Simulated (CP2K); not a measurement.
## MgB2 in CP2K: the effect of dispersion

Crystal: MgB2.

```
Mg B
1.0
     3.08500    0.00000    0.00000
    -1.54250    2.67169    0.00000
     0.00000    0.00000    3.52300
Mg B
1 2
Direct
  0.00000 0.00000 0.00000
  0.66667 0.33333 0.50000
  0.33333 0.66667 0.50000
```

Alike in all runs:

```yaml
Program: CP2K 2026.2
Task: single point
Functional: RPBE
Potentials_or_basis: POTENTIAL_UZH Mg GTH-PBE-q10, B GTH-PBE-q3; TZVP-MOLOPT-PBE-GTH basis
Density_cutoff: 19048 eV
k_mesh: 10 × 10 × 8
Occupations: fermi-dirac, width 0.05 eV
Spin: no spin polarisation
```

Q: One run gave: pressure 1.8 GPa. Which dispersion did it use?
A. D4
B. none
C. D3(BJ)
D. D3(BJ)+ATM
E. D3

A: B.

```tsv
dispersion	pressure (GPa)
none	1.8
D3	-2.6
D3(BJ)	-20.4
D4	-6.8
D3(BJ)+ATM	-19.8
```

Caveats: the potentials were made for another functional, which shifts forces and pressure; the basis of atomic orbitals isn't converged, which shifts pressures, moduli and gaps; pairwise dispersion overbinds metals, which lowers pressure and volume (some runs).

Runs at the PBE level aren't shown here.
